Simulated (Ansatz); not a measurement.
# K: distorted cells

Computed with Ansatz, DFT PBE, scalar-relativistic, plane waves, PAW.

Cutoff 420 eV; k points 12×12×6 on the computed 2-atom cell (Γ-centred); Gaussian smearing, width 0.10 eV; no spin polarisation.

Reference cell:

```
K
1.0
     4.76240    0.00000    0.00000
    -2.38120    4.12436    0.00000
     0.00000    0.00000    7.82997
K
2
Direct
  0.33333 0.66667 0.25000
  0.66667 0.33333 0.75000
```

Each variant moves atoms of this cell by the vectors given, if any (Å), and then applies a symmetric strain (tensor components, Cartesian axes). The reference cell isn't relaxed at this level. Energies are per atom at zero smearing, counted from the lowest variant. Pressure is positive in compression.

1. strain (xx yy zz yz xz xy, %) 4.07 4.07 -4.93 0.00 0.00 0.00
2. strain (xx yy zz yz xz xy, %) 5.20 5.20 -3.80 0.00 0.00 0.00
3. strain (xx yy zz yz xz xy, %) -0.38 -0.38 -3.38 0.00 0.00 0.00
4. strain (xx yy zz yz xz xy, %) -4.63 -4.63 4.37 0.00 0.00 0.00
5. strain (xx yy zz yz xz xy, %) -1.60 -1.60 -3.10 0.00 0.00 0.00

```tsv
variant	ΔE (meV/atom)	P (GPa)	largest force (eV/Å)	gap on mesh (eV)	space group
1	7.5	-0.20	0.00	0	P6_3/mmc
2	11.5	-0.28	0.00	0	P6_3/mmc
3	0.0	0.01	0.00	0	P6_3/mmc
4	?	?	?	?	?
5	0.2	0.10	0.00	0	P6_3/mmc
```

Give the withheld rows.

```
variant  ΔE (meV/atom) P (GPa) largest force (eV/Å) gap on mesh (eV) space group
      4            8.4     0.07                  0.00                 0     P6_3/mmc
```

This form isn't the element's structure at ambient conditions.